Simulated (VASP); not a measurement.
# La (P6_3/mmc) in VASP: further runs, part 2 of 2

VASP 6.6.1. The steps go on from the part before.

## Step 3: Band structure, PBEsol

This run uses another cell than the first one, of 34.56 Å³/atom, 1.066 times its volume.

Contents of INCAR:

```
  PREC = Accurate
  ENCUT = 520
  EDIFF = 1E-7
  ISMEAR = 1
  SIGMA = 0.1
  LREAL = False
  LASPH = True
  NELM = 80
  ALGO = Normal
  ISIF = 2
  LWAVE = False
  LCHARG = False
  LMAXMIX = 6
  GGA = PS
  NBANDS = 18
  ICORELEVEL = 1
```

Contents of KPOINTS:

```
Automatic mesh
0
Gamma
  12 12 6
```

Contents of POSCAR:

```
La                                      
1.0
    3.6687233099     -0.0000000000      0.0000000000
   -1.8343616550      3.1772075819      0.0000000000
    0.0000000000     -0.0000000000      5.9292834883
  La            
     2
Direct
     0.3333333300000021    0.6666666699999979    0.2500000000000000
     0.6666666699999979    0.3333333300000021    0.7500000000000000
```

Contents of KPOINTS_OPT:

```
explicit points
141
Reciprocal
 0.0000000000  0.0000000000  0.0000000000 1
 0.0357142857  0.0000000000  0.0000000000 1
 0.0714285714  0.0000000000  0.0000000000 1
 0.1071428571  0.0000000000  0.0000000000 1
 0.1428571429  0.0000000000  0.0000000000 1
 0.1785714286  0.0000000000  0.0000000000 1
[... 133 lines left out ...]
 0.5000000000  0.0000000000  0.5000000000 1
 0.5000000000  0.0000000000  0.0000000000 1
```

Potentials or basis: VASP PAW PBE potentials, release 64 (La).

Run with:

```console
$ cat potpaw_PBE.64/La/POTCAR > POTCAR
$ mpirun -np 1 vasp_std > vasp.out
```

OUTCAR:

```text
PREC = Accurate
   ENCUT = 520
   EDIFF = 1E-7
   ISMEAR = 1
   LREAL = False
   LASPH = True
   NELM = 80
   ISIF = 2
   GGA = PS

 ion  position               nearest neighbor table
   1  0.333  0.667  0.250-   2 3.64   2 3.64   2 3.64   2 3.64   2 3.64   2 3.64
   2  0.667  0.333  0.750-   1 3.64   1 3.64   1 3.64   1 3.64   1 3.64   1 3.64

  LATTYP: Found a hexagonal cell.
 ALAT       =     3.6687233099
 C/A-ratio  =     1.6161708004

  Lattice vectors:

 A1 = (   3.6687233099,   0.0000000000,   0.0000000000)
 A2 = (  -1.8343616550,   3.1772075819,   0.0000000000)
 A3 = (   0.0000000000,   0.0000000000,   5.9292834883)

Analysis of symmetry for initial positions (statically):
=====================================================================
 Subroutine PRICEL returns:
 Original cell was already a primitive cell.

 Routine SETGRP: Setting up the symmetry group for a
 hexagonal supercell.

 Subroutine GETGRP returns: Found 24 space group operations
 (whereof 12 operations were pure point group operations)
 out of a pool of 24 trial point group operations.

[... 176 lines left out ...]
 fundamental gap:      0.0222295353
 Fermi energy:         8.4087809481

 k-point     1 :       0.0000    0.0000    0.0000
  band No.  band energies     occupation
      1     -24.3209      2.00000
      2     -24.0495      2.00000
      3      -8.8188      2.00000
      4      -7.3339      2.00000
      5      -7.3339      2.00000
      6      -7.1039      2.00000
[... 265 lines left out ...]
 k-point    14 :       0.2500    0.1667    0.0000
  band No.  band energies     occupation
      1     -24.1147      2.00000
      2     -23.9762      2.00000
      3      -8.3030      2.00000
      4      -8.2548      2.00000
      5      -8.1710      2.00000
      6      -7.7179      2.00000
      7      -7.4422      2.00000
      8      -7.3657      2.00000
      9       7.6182      2.00000
     10       7.6408      2.00000
     11       7.6795      2.00000
     12       8.5354     -0.07040

------------------------ aborting loop because EDIFF is reached ----------------------------------------

  FORCE on cell =-STRESS in cart. coord.  units (eV):
  Direction    XX          YY          ZZ          XY          YZ          ZX
  --------------------------------------------------------------------------------------
  -------------------------------------------------------------------------------------
  Total       -0.0085211     -0.0085211      0.0042051      0.0000000      0.0000000      0.0000000
  in kB       -0.1975348     -0.1975348      0.0974827      0.0000000      0.0000000      0.0000000
  external PRESSURE =      -0.0991956 kB  Pullay stress =       0.0000000 kB

 VOLUME and BASIS-vectors are now :
 -----------------------------------------------------------------------------
  energy-cutoff  :      520.00
  volume of cell :       69.11
      direct lattice vectors                 reciprocal lattice vectors
     3.668723310  0.000000000  0.000000000     0.272574385  0.157370895  0.000000000
    -1.834361655  3.177207582  0.000000000     0.000000000  0.314741790  0.000000000
     0.000000000  0.000000000  5.929283488     0.000000000  0.000000000  0.168654442

 POSITION                                       TOTAL-FORCE (eV/Angst)
 -----------------------------------------------------------------------------------
     -0.00000      2.11814      1.48232         0.000000     -0.000000      0.000000
      1.83436      1.05907      4.44696        -0.000000      0.000000      0.000000
 -----------------------------------------------------------------------------------
    total drift:                               -0.000008      0.000005     -0.000000

  FREE ENERGIE OF THE ION-ELECTRON SYSTEM (eV)
  ---------------------------------------------------
  free  energy   TOTEN  =       -10.6226142131 eV

  energy  without entropy=      -10.6214132136  energy(sigma->0) =      -10.62221388
```

stdout:

```text
POSCAR found type information on POSCAR La
 POSCAR found :  1 types and       2 ions
 scaLAPACK will be used
 -----------------------------------------------------------------------------
|                                                                             |
|                                                                             |
|     You enforced a specific xc type in the INCAR file but a different       |
|     I HOPE YOU KNOW WHAT YOU ARE DOING!                                     |
|                                                                             |
 -----------------------------------------------------------------------------

 LDA part: xc-table for (Slater+PW92), standard interpolation
 POSCAR, INCAR and KPOINTS ok, starting setup
 FFT: planning ... GRIDC
 FFT: planning ... GRID_SOFT
 FFT: planning ... GRID
 WAVECAR not read
 entering main loop
 Start KPOINTS_OPT (optional k-point list driver)
k-point batch [1-76\141]
k-point batch [77-141\141]
```

Wall time 1.9 min (1 thread of Intel Xeon 6975P-C (Granite Rapids), shared host); peak memory 0.28 GiB.

What came out:

| Quantity | Value |
| --- | --- |
| Free energy | -10.6226 eV |
| Pressure | 0.0 GPa |
| Band gap along the path | none (metal or under the smearing width) |

Levels at the corners of the path, in eV from the Fermi level:
```
point  band 9  band 10  band 11  band 12  band 13  band 14
    Γ   -3.16    -1.85     1.14     1.38     1.38     1.68
    M   -1.77    -1.24    -1.17     1.27     1.44     1.48
    M   -1.77    -1.24    -1.17     1.27     1.44     1.48
    K   -1.46     0.17     0.17     0.40     0.95     0.95
    K   -1.46     0.17     0.17     0.40     0.95     0.95
    Γ   -3.16    -1.85     1.14     1.38     1.38     1.68
    Γ   -3.16    -1.85     1.14     1.38     1.38     1.68
    A   -1.80    -1.80     0.69     0.69     1.43     1.43
    A   -1.80    -1.80     0.69     0.69     1.43     1.43
    L   -1.78    -1.78    -0.47    -0.47     1.75     1.75
    L   -1.78    -1.78    -0.47    -0.47     1.75     1.75
    H   -0.71    -0.71    -0.22    -0.22     1.12     1.12
    H   -0.71    -0.71    -0.22    -0.22     1.12     1.12
    A   -1.80    -1.80     0.69     0.69     1.43     1.43
    L   -1.78    -1.78    -0.47    -0.47     1.75     1.75
    M   -1.77    -1.24    -1.17     1.27     1.44     1.48
    K   -1.46     0.17     0.17     0.40     0.95     0.95
    H   -0.71    -0.71    -0.22    -0.22     1.12     1.12
```

Core levels (eV, on the scale of the bands):
```csv
atom,levels
1 La,"1s -38725.7, 2s -6151.1, 2p -5510.6, 3s -1303.3, 3p -1098.9, 3d -805.5, 4s -250.9, 4p -184.4, 4d -88.4"
2 La,"1s -38725.7, 2s -6151.1, 2p -5510.6, 3s -1303.3, 3p -1098.9, 3d -805.5, 4s -250.9, 4p -184.4, 4d -88.4"
```

Caveat: the PAW data sets were made with another functional, which shifts forces and pressure a little; spin-orbit coupling is left out, which moves the levels of the heavy elements.

## Step 4: Band structure, PBE

This run uses another cell than the first one, of 37.65 Å³/atom, 1.161 times its volume.

Contents of INCAR:

```
SYSTEM = La
  ALGO = Fast
  EDIFF = 1E-6
  ENCUT = 520
  GGA = PE
  ICORELEVEL = 1
  ISIF = 2
  ISMEAR = 1
  LASPH = .TRUE.
  LCHARG = .FALSE.
  LMAXMIX = 6
  LREAL = .FALSE.
  LWAVE = .FALSE.
  NBANDS = 18
  NELM = 80
  PREC = Accurate
  SIGMA = 0.1
```

Contents of KPOINTS:

```
k-points
0
G
  12 12 6
  0 0 0
```

Contents of POSCAR:

```
La                                      
1.0
    3.7843979026      0.0000000000      0.0000000000
   -1.8921989513      3.2773847173      0.0000000000
    0.0000000000      0.0000000000      6.0709280829
  La            
     2
Direct
     0.3333333300000021    0.6666666699999979    0.2500000000000000
     0.6666666699999979    0.3333333300000021    0.7500000000000000
```

KPOINTS_OPT is that of step 3.

Run with:

```console
$ cat potpaw_PBE.64/La/POTCAR > POTCAR
$ mpirun -np 1 vasp_std > vasp.out
```

Wall time 3.2 min (1 thread of Intel Xeon 6975P-C (Granite Rapids), shared host); peak memory 0.31 GiB.

The run converged. Its results:

| Item | Value |
| --- | --- |
| Free energy | -9.7140 eV |
| Pressure | 0.0 GPa |
| Band gap along the path | none (metal or under the smearing width) |

Levels at the corners of the path, in eV from the Fermi level:
| point | band 7 | band 8 | band 9 | band 10 | band 11 | band 12 | band 13 | band 14 | band 15 | band 16 |
| --- | --- | --- | --- | --- | --- | --- | --- | --- | --- | --- |
| Γ | -15.92 | -15.87 | -3.18 | -1.74 | 1.12 | 1.30 | 1.30 | 1.53 | 1.62 | 1.64 |
| M | -16.21 | -16.07 | -1.56 | -1.14 | -1.10 | 1.14 | 1.19 | 1.32 | 1.48 | 1.82 |
| M | -16.21 | -16.07 | -1.56 | -1.14 | -1.10 | 1.14 | 1.19 | 1.32 | 1.48 | 1.82 |
| K | -16.42 | -16.42 | -1.26 | 0.00 | 0.00 | 0.23 | 0.87 | 0.87 | 1.61 | 1.61 |
| K | -16.42 | -16.42 | -1.26 | 0.00 | 0.00 | 0.23 | 0.87 | 0.87 | 1.61 | 1.61 |
| Γ | -15.92 | -15.87 | -3.18 | -1.74 | 1.12 | 1.30 | 1.30 | 1.53 | 1.62 | 1.64 |
| Γ | -15.92 | -15.87 | -3.18 | -1.74 | 1.12 | 1.30 | 1.30 | 1.53 | 1.62 | 1.64 |
| A | -16.01 | -16.01 | -1.86 | -1.86 | 0.60 | 0.60 | 1.34 | 1.34 | 1.34 | 1.34 |
| A | -16.01 | -16.01 | -1.86 | -1.86 | 0.60 | 0.60 | 1.34 | 1.34 | 1.34 | 1.34 |
| L | -16.22 | -16.22 | -1.63 | -1.63 | -0.35 | -0.35 | 1.56 | 1.56 | 1.73 | 1.73 |
| L | -16.22 | -16.22 | -1.63 | -1.63 | -0.35 | -0.35 | 1.56 | 1.56 | 1.73 | 1.73 |
| H | -16.11 | -16.11 | -0.61 | -0.61 | -0.24 | -0.24 | 0.91 | 0.91 | 1.50 | 1.50 |
| H | -16.11 | -16.11 | -0.61 | -0.61 | -0.24 | -0.24 | 0.91 | 0.91 | 1.50 | 1.50 |
| A | -16.01 | -16.01 | -1.86 | -1.86 | 0.60 | 0.60 | 1.34 | 1.34 | 1.34 | 1.35 |
| L | -16.22 | -16.22 | -1.63 | -1.63 | -0.35 | -0.35 | 1.56 | 1.56 | 1.73 | 1.73 |
| M | -16.21 | -16.07 | -1.56 | -1.14 | -1.10 | 1.14 | 1.19 | 1.32 | 1.48 | 1.82 |
| K | -16.42 | -16.42 | -1.26 | 0.00 | 0.00 | 0.23 | 0.87 | 0.87 | 1.61 | 1.61 |
| H | -16.11 | -16.11 | -0.61 | -0.61 | -0.24 | -0.24 | 0.91 | 0.91 | 1.50 | 1.50 |

Core levels (eV, on the scale of the bands):
```tsv
atom	levels
1 La	1s -38726.9, 2s -6152.3, 2p -5511.8, 3s -1304.5, 3p -1100.1, 3d -806.7, 4s -252.0, 4p -185.5, 4d -89.5
2 La	1s -38726.9, 2s -6152.3, 2p -5511.8, 3s -1304.5, 3p -1100.1, 3d -806.7, 4s -252.0, 4p -185.5, 4d -89.5
```

Caveat: spin-orbit coupling is left out, which moves the levels of the heavy elements.

## Step 5: The runs side by side

```tsv
level	potentials or basis	cell	pressure (GPa)
LDA	VASP PAW LDA potentials, release 64 (La)	P6_3/mmc, 32.41 Å³/atom	0.0
PBEsol	VASP PAW PBE potentials, release 64 (La)	P6_3/mmc, 34.56 Å³/atom	0.0
PBE	VASP PAW PBE potentials, release 64 (La)	P6_3/mmc, 37.65 Å³/atom	0.0
```

Alike in all rows: task band structure; no spin polarisation; k mesh 12 × 12 × 6; cutoff (eV) 520; smearing methfessel-paxton 0.1 eV.

Caveats: spin-orbit coupling is left out, which moves the levels of the heavy elements; the PAW data sets were made with another functional, which shifts forces and pressure a little (some runs).

Total energies depend on the potentials used, so only differences within one code and one set of settings carry meaning.
